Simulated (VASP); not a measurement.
# Sn (Immm) in VASP: a series of runs

The runs below take Sn through single point, with PBE.

Program: VASP 6.6.1. These are calculated values, not measurements. Logs are shortened: lines on timing, memory, paths and dates and some standing lists are left out, and cuts for length are marked.

## (1) Starting point

It takes space group Immm (No. 71, orthorhombic). The conventional cell has a = 3.453 Å, b = 3.551 Å, c = 4.677 Å, α = 90.00°, β = 90.00°, γ = 90.00°. Around Sn (site symmetry mmm) lie 12 Sn at 3.41 to 3.55 Å.

This isn't the form of Sn at room conditions, which is tetragonal (white tin).

## (2) Single point, PBE

Contents of INCAR:

```
SYSTEM = Sn
ADDGRID = .FALSE.
ALGO = Normal
EDIFF = 1E-7
ENCUT = 450
GGA = PE
ISIF = 2
ISMEAR = -1
LASPH = .TRUE.
LCHARG = .FALSE.
LREAL = .FALSE.
LWAVE = .FALSE.
NELM = 100
PREC = Accurate
SIGMA = 0.2
```

Contents of KPOINTS:

```
k-points
0
G
  16 16 16
  0 0 0
```

Contents of POSCAR:

```
Sn
1.0
   -1.7265390000      1.7755470000      2.3383420000
    1.7265390000     -1.7755470000      2.3383420000
    1.7265390000      1.7755470000     -2.3383420000
Sn
1
Direct
    0.0000000000      0.0000000000      0.0000000000
```

Potentials or basis: VASP PAW PBE potentials, release 64 (Sn).

Command:

```bash
> cat potpaw_PBE.64/Sn/POTCAR > POTCAR
> mpirun -np 1 vasp_std > vasp.out
```

OUTCAR:

```text
SYSTEM = Sn
   EDIFF = 1E-7
   ENCUT = 450
   GGA = PE
   ISIF = 2
   ISMEAR = -1
   LASPH = .TRUE.
   LREAL = .FALSE.
   NELM = 100
   PREC = Accurate

 Found    621 irreducible k-points:

 Following reciprocal coordinates:
            Coordinates               Weight
  0.000000  0.000000  0.000000      1.000000
  0.062500  0.000000  0.000000      4.000000
  0.125000  0.000000  0.000000      4.000000
  0.187500  0.000000  0.000000      4.000000
  0.250000  0.000000  0.000000      4.000000
  0.312500  0.000000 -0.000000      4.000000
   k-points           NKPTS =    621   k-points in BZ     NKDIM =    621   number of bands    NBANDS=      6
   number of dos      NEDOS =    301   number of ions     NIONS =      1
   total plane-waves  NPLWV =  13824
   dimension x,y,z NGX =    24 NGY =   24 NGZ =   24
   dimension x,y,z NGXF=    48 NGYF=   48 NGZF=   48
   ions per type =               1
   NGX,Y,Z   is equivalent  to a cutoff of  11.71, 11.71, 11.71 a.u.
   NGXF,Y,Z  is equivalent  to a cutoff of  23.43, 23.43, 23.43 a.u.
 SYSTEM =  Sn
   PREC   = accura    normal or accurate (medium, high low for compatibility)
   ISTART =      0    job   : 0-new  1-cont  2-samecut
   ICHARG =      2    charge: 1-file 2-atom 10-const
   ISPIN  =      1    spin polarized calculation?
   LNONCOLLINEAR =      F non collinear calculations
   LSORBIT =      F    spin-orbit coupling
   LASPH  =      T    aspherical Exc in radial PAW
   ENCUT  =  450.0 eV  33.07 Ry    5.75 a.u.   5.89  5.89  5.89*2*pi/ulx,y,z
   NELM   =    100;   NELMIN=  2; NELMDL= -5     # of ELM steps
   EDIFF  = 0.1E-06   stopping-criterion for ELM
   LREAL  =      F    real-space projection
   EDIFFG = 0.1E-05   stopping-criterion for IOM
   NSW    =      0    number of steps for IOM
   IBRION =     -1    ionic relax: 0-MD 1-quasi-New 2-CG
   NFREE  =      0    steps in history (QN), initial steepest desc. (CG)
   ISIF   =      2    stress and relaxation
   ISYM   =      2    0-nonsym 1-usesym 2-fastsym
   POTIM  = 0.5000    time-step for ionic-motion
   TEBEG  =    0.0;   TEEND  =   0.0 temperature during run
   PSTRESS=    0.0 pullay stress
   NELECT =       4.0000    total number of electrons
   NUPDOWN=      -1.0000    fix difference up-down
   EMIN   =  10.00;   EMAX   =-10.00  energy-range for DOS
   EFERMI =   0.00;   METHOD = LEGACY
   ISMEAR =    -1;   SIGMA  =   0.20  broadening in eV -4-tet -1-fermi 0-gaus
   EFERMI_NEDOS =   21; number of points for ismear=-14 and -15
   IALGO  =     38    algorithm
   IMIX   =      4    mixing-type and parameters
     AMIX     =   0.40;   BMIX     =  1.00
     AMIX_MAG =   1.60;   BMIX_MAG =  1.00
  volume/ion in A,a.u.               =      28.67       193.50
  Fermi-wavevector in a.u.,A,eV,Ry     =   0.849055  1.604482  9.808370  0.720895
  Thomas-Fermi vector in A             =   1.964816
   LORBIT       =      0    0 simple, 1 ext, 2 COOP (PROOUT), +10 PAW based schemes
   GGA     = PE    functional components
   LHFCALC =     F    Hartree Fock is set to
   AEXX    =    0.0000 exact exchange contribution
   IVDW    =     0    specifies the selected vdW correction
   LEPSILON=     F    determine dielectric tensor
   LRPA    =     F    only Hartree local field effects (RPA)
 non-spin polarized calculation
  energy-cutoff  :      450.00
  volume of cell :       28.67
 maximum number of plane-waves:       634
   NGX = 11   NGY = 11   NGZ = 11

 number of electron       4.0000000 magnetization

 Free energy of the ion-electron system (eV)
  ---------------------------------------------------
  ext. energy  EPLUGINS =         0.00000000
  ---------------------------------------------------
  free energy    TOTEN  =        -3.80974803 eV

  energy without entropy =       -3.73673579  energy(sigma->0) =       -3.77324191

 E-fermi :   4.9469     XC(G=0):  -9.9659

 val. band max:        4.9459026968   @ k =  -0.4375  -0.3125   0.1250
 cond. band min:       4.9521816233   @ k =   0.5000   0.3125   0.0000
 fundamental gap:      0.0062789265
 Fermi energy:         4.9469027506

 k-point     1 :       0.0000    0.0000    0.0000
  band No.  band energies     occupation
      1      -5.8253      2.00000
      2      11.9801      0.00000
      3      12.1243      0.00000
      4      12.5292      0.00000
      5      15.5903      0.00000
      6      15.8022      0.00000

 k-point     2 :       0.0625    0.0000    0.0000
  band No.  band energies     occupation
      1      -5.7498      2.00000
      2      11.1549      0.00000
      3      11.9992      0.00000
      4      12.3719      0.00000
      5      15.0507      0.00000
      6      16.2280      0.00000

 k-point     3 :       0.1250    0.0000    0.0000
  band No.  band energies     occupation
      1      -5.5235      2.00000
      2       9.4124      0.00000
      3      11.8145      0.00000
      4      11.9920      0.00000
      5      14.7304      0.00000
      6      16.6526      0.00000

 k-point     4 :       0.1875    0.0000    0.0000
  band No.  band energies     occupation
      1      -5.1472      2.00000
      2       7.5250      0.00001
      3      11.5360      0.00000
      4      11.5883      0.00000
      5      14.5138      0.00000
      6      16.7736      0.00000

 k-point     5 :       0.2500    0.0000    0.0000
  band No.  band energies     occupation
      1      -4.6237      2.00000
      2       5.6894      0.04767
      3      11.0956      0.00000
      4      11.3695      0.00000
      5      14.3834      0.00000
      6      16.1848      0.00000

 k-point     6 :       0.3125    0.0000   -0.0000
  band No.  band energies     occupation
      1      -3.9606      2.00000
      2       3.9744      1.98466
      3      10.7191      0.00000
      4      11.1868      0.00000
      5      14.3414      0.00000
      6      15.6639      0.00000

 [... further k-points ...]

------------------------ aborting loop because EDIFF is reached ----------------------------------------

  FORCE on cell =-STRESS in cart. coord.  units (eV):
  Direction    XX          YY          ZZ          XY          YZ          ZX
  --------------------------------------------------------------------------------------
  -------------------------------------------------------------------------------------
  Total       -0.1452144     -0.2455277     -0.1873300      0.0000000      0.0000000      0.0000000
  in kB       -8.1141643    -13.7193810    -10.4674588      0.0000000      0.0000000      0.0000000
  external PRESSURE =     -10.7670013 kB  Pullay stress =       0.0000000 kB

 VOLUME and BASIS-vectors are now :
 -----------------------------------------------------------------------------
  energy-cutoff  :      450.00
  volume of cell :       28.67
      direct lattice vectors                 reciprocal lattice vectors
    -1.726539000  1.775547000  2.338342000     0.000000000  0.281603359  0.213826720
     1.726539000 -1.775547000  2.338342000     0.289596702  0.000000000  0.213826720
     1.726539000  1.775547000 -2.338342000     0.289596702  0.281603359  0.000000000

 POSITION                                       TOTAL-FORCE (eV/Angst)
 -----------------------------------------------------------------------------------
      0.00000      0.00000      0.00000        -0.000000      0.000000      0.000000
 -----------------------------------------------------------------------------------
    total drift:                                0.000000      0.000000      0.000000

  FREE ENERGIE OF THE ION-ELECTRON SYSTEM (eV)
  ---------------------------------------------------
  free  energy   TOTEN  =        -3.8097480296 eV

  energy  without entropy=       -3.7367357885  energy(sigma->0) =       -3.77324191
```

Run time: 24 s. Hardware: 1 thread of Intel Xeon 6975P-C (Granite Rapids), shared host; peak memory 0.21 GiB.

These settings aren't checked as converged: the numbers below hold their error.

What came out:

| Property | Result |
| --- | --- |
| Free energy | -3.8097 eV |
| Pressure | -1.1 GPa |
| Band gap on the k mesh | none (metal or under the smearing width) |

(Part 1 of 2 ends here.)
